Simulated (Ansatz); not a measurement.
**Zone-centre phonons of AlN at 9 GPa: input and output**

All numbers below come from DFT PBE, scalar-relativistic, plane waves, PAW (Ansatz 0.2.0).

Launched with:
```bash
ansatz run input.yaml --threads 1 --pin off --max-ram 3072MiB --backend cpu --events-out ev --progress --plain --runs-dir out
```

Input (bare energies are in eV):
```yaml
crystal:
  lattice:
    - [0.0, 2.1702996758, 2.1702996758]
    - [2.1702996758, 0.0, 2.1702996758]
    - [2.1702996758, 2.1702996758, 0.0]
  atoms:
    - { symbol: Al, position: [0.0, 0.0, 0.0] }
    - { symbol: "N", position: [0.75, 0.75, 0.75] }
basis:
  ecutwfc: 420
kpoints:
  mp_grid: { grid: [10, 10, 10] }
hamiltonian:
  xc: pbe
scf:
  occupations: { method: fixed }
output:
  eigenvalues: true
phonons:
  method: dfpt
  dielectric: true
  rigid_motions: translations
  eigenvectors: true
```

The end of the output:
```
--- Phonons (Γ-DFPT): 2 representative perturbations + reference, on 171 of 1000 k-points (Σ response iterations 6) ---
  k mesh reduced under 4 symmetry operations, with k and −k counted as one. Each operation leaves every solved perturbation unchanged. A smaller set is not considered because the run solves the response ...
  ASR residual: 1.985e-4 → 0.000e0 eV/Å²; symmetrization residual: 4.614e-7 eV/Å²
  ASR residual per site (eV/Å²): 9.78e-5 1.99e-4
  Γ frequencies (cm⁻¹): 0.00 0.00 0.00 674.90 674.90 674.90
  ε∞ (high-frequency dielectric tensor):
        4.545098     0.000000    -0.000000
        0.000000     4.545098     0.000000
       -0.000000     0.000000     4.545098
  ε⁰ (static dielectric tensor: ions relaxed, cell fixed):
        8.253698     0.000000    -0.000000
        0.000000     8.253698     0.000000
       -0.000000     0.000000     8.253698
  ε⁰ − ε∞ (ionic part):
        3.708600    -0.000000    -0.000000
       -0.000000     3.708600     0.000000
       -0.000000     0.000000     3.708600
  softest optical mode at Γ: 674.90 cm⁻¹; the repairs (sum rule, projections) moved no ω² at Γ by more than (1.98 cm⁻¹)²
  Born effective charges Z* (e; rows j = field, columns β = displacement):
    site 0:
         2.54391   -0.00000   -0.00000
         0.00000    2.54391    0.00000
         0.00000    0.00000    2.54391
    site 1:
        -2.54391    0.00000    0.00000
        -0.00000   -2.54391   -0.00000
        -0.00000   -0.00000   -2.54391
  Z* charge neutrality: 1.057e-3 e pre-enforcement
  solved inside a basis spanned on kpoints, on 10×10×10 k-points, its susceptibility summed on 14×14×14: ε∞ is read to err by 1.2e-2, Z* by 9.1e-3 e (field_mesh: kpoints solves on kpoints); Z* is corrected for ...
  optical modes at Γ without the LO–TO term, one row a degenerate level:
      ω (cm⁻¹) modes IR ((D/Å)²/amu)
        674.90      3            48.5777
  optical modes at Γ + LO–TO along q̂ = [1.0000, 0.0000, 0.0000]:
      ω (cm⁻¹) modes IR ((D/Å)²/amu)
        674.90      2            32.3851
        909.48      1            16.1926
  optical modes at Γ + LO–TO along q̂ = [0.0000, 1.0000, 0.0000]:
      ω (cm⁻¹) modes IR ((D/Å)²/amu)
        674.90      2            32.3851
        909.48      1            16.1926
  optical modes at Γ + LO–TO along q̂ = [0.0000, 0.0000, 1.0000]:
      ω (cm⁻¹) modes IR ((D/Å)²/amu)
        674.90      2            32.3851
        909.48      1            16.1926
```

Time: 14 s on 1 thread of Intel(R) Xeon(R) 6975P-C (Granite Rapids), with other jobs on the host, peak memory 0.47 GiB.

Other phases may be more stable at this pressure.

This zinc-blende form isn't the usual stable structure of the compound at low pressure.